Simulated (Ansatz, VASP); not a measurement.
# Be in VASP and in Ansatz

Contents of INCAR:

```
SYSTEM = Be
PREC = Accurate
ENCUT = 520
EDIFF = 1E-6
ISMEAR = -1
SIGMA = 0.1
LREAL = .FALSE.
LASPH = .TRUE.
NELM = 60
ALGO = Normal
ISIF = 2
LWAVE = .FALSE.
LCHARG = .TRUE.
GGA = RP
LELF = .TRUE.
LVHAR = .TRUE.
NBANDS = 7
```

File KPOINTS:

```
regular mesh
0
G
  20 20 20
  0 0 0
```

POSCAR

```
Be
1.0
   -1.3103524827      1.3103524827      1.3103524827
    1.3103524827     -1.3103524827      1.3103524827
    1.3103524827      1.3103524827     -1.3103524827
Be
1
Direct
    0.0000000000      0.0000000000      0.0000000000
```

Input for Ansatz:

```yaml
crystal:
  lattice:
    - [-1.3103524827, 1.3103524827, 1.3103524827]
    - [1.3103524827, -1.3103524827, 1.3103524827]
    - [1.3103524827, 1.3103524827, -1.3103524827]
  atoms:
    - { symbol: Be, position: [0.0, 0.0, 0.0] }
hamiltonian:
  xc: rpbe
  pseudopotentials:
    kind: paw
    azcp:
      Be: "pseudopotentials/Be.paw.azcp"
basis:
  ecutwfc: 420
  fft_grid_basis: typed
kpoints:
  mp_grid: { grid: [20, 20, 20], shift: [0, 0, 0] }
magnetization:
  spin_polarized: false
scf:
  occupations: { method: fermi_dirac, width: 0.1 }
  lower_state_search: "off"
output:
  stress: true
  write_density: true
  write_potential: true
  elf: true
  volumetric_format: npy
```

Alike in both runs: task single point; functional RPBE; k mesh 20 × 20 × 20; occupations fermi-dirac, width 0.1 eV; no spin polarisation.

|  | VASP | Ansatz |
| --- | --- | --- |
| version | VASP 6.6.1 | Ansatz 0.2.0 |
| potentials or method | VASP PAW PBE potentials, release 64 (Be) | plane waves (420 eV) with PAW, scalar-relativistic |
| plane-wave cutoff (eV) | 520 | 420 |
| valence electrons in the cell | 2 | 2 |

```csv
,VASP,Ansatz,Ansatz less VASP
pressure (GPa),-11.0,-10.9,+0.01
```

The functional is the same, so the differences come from potentials, cutoffs and numerics.

Caveats: the PAW data sets were made with another functional, which shifts forces and pressure a little (VASP).
